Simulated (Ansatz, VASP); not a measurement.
**One calculation of Au, two programs**

File POSCAR:

```
Au
1.0
   -1.6572690000      1.6572690000      1.6572690000
    1.6572690000     -1.6572690000      1.6572690000
    1.6572690000      1.6572690000     -1.6572690000
Au
1
Direct
    0.0000000000      0.0000000000      0.0000000000
```

Contents of INCAR.step1:

```
SYSTEM = Au
PREC = Accurate
ENCUT = 520
ISMEAR = -1
SIGMA = 0.05
LREAL = .False.
LASPH = .True.
NELM = 100
NBANDS = 12
GGA = PE
ALGO = Normal
EDIFF = 1E-4
LWAVE = .True.
LCHARG = .False.
```

File INCAR.step2:

```
SYSTEM = Au
PREC = Accurate
ENCUT = 520
EDIFF = 1E-6
ISMEAR = -1
SIGMA = 0.05
LREAL = .False.
LASPH = .True.
NELM = 100
ALGO = Normal
ISIF = 2
LWAVE = .False.
LCHARG = .True.
METAGGA = R2SCAN
LMIXTAU = .True.
LELF = .True.
LVHAR = .True.
NBANDS = 12
ISTART = 1
```

File KPOINTS:

```
regular mesh
0
Gamma
  11 11 11
  0 0 0
```

The input input.yaml:

```yaml
crystal:
  lattice:
    - [-1.657269, 1.657269, 1.657269]
    - [1.657269, -1.657269, 1.657269]
    - [1.657269, 1.657269, -1.657269]
  atoms:
    - { symbol: Au, position: [0.0, 0.0, 0.0] }
hamiltonian:
  xc: r2scan
  pseudopotentials: { kind: paw }
kpoints:
  mp_grid: { grid: [11, 11, 11] }
  band_path:
    path:
      - [[0.0, 0.0, 0.0], [0.5, -0.5, 0.5], [0.0, 0.0, 0.5], [0.0, 0.0, 0.0], [0.25, 0.25, 0.25], [0.5, -0.5, 0.5]]
      - [[0.25, 0.25, 0.25], [0.0, 0.0, 0.5]]
    npoints: 14
scf:
  occupations: { method: fermi_dirac, width: 0.05 }
  n_extra_bands: 6
output:
  forces: true
  stress: true
  eigenvalues: true
  fatbands: true
```

This isn't the form of Au at room conditions, which is fcc.

Alike in both runs: functional r2SCAN; k mesh 11 × 11 × 11; occupations fermi-dirac, width 0.05 eV; no spin polarisation.

```csv
,VASP,Ansatz
version,VASP 6.6.1,Ansatz 0.2.0
potentials or method,"VASP PAW PBE potentials, release 64 (Au)",Ansatz PAW
plane-wave cutoff (eV),520,500
valence electrons in the cell,11,19
task,single point,band structure
```

```tsv
	VASP	Ansatz	Ansatz less VASP
gap on the k mesh at the Fermi level (eV)	none	none	-
pressure (GPa)	-3.9	-4.1	-0.22
```

A gap of «none» marks a metal or a gap that the smearing closes. The two sets of potentials don't hold the same shells in valence.

Caveats: the PAW data sets were made with another functional, which shifts forces and pressure a little (VASP); spin-orbit coupling is left out, which moves the levels of the heavy elements (Ansatz); the PAW data sets come from PBE, with cores solved anew for the run's functional, which leaves a small shift of forces and pressure (Ansatz). Spin-orbit coupling is left out, which matters for the levels of Au.
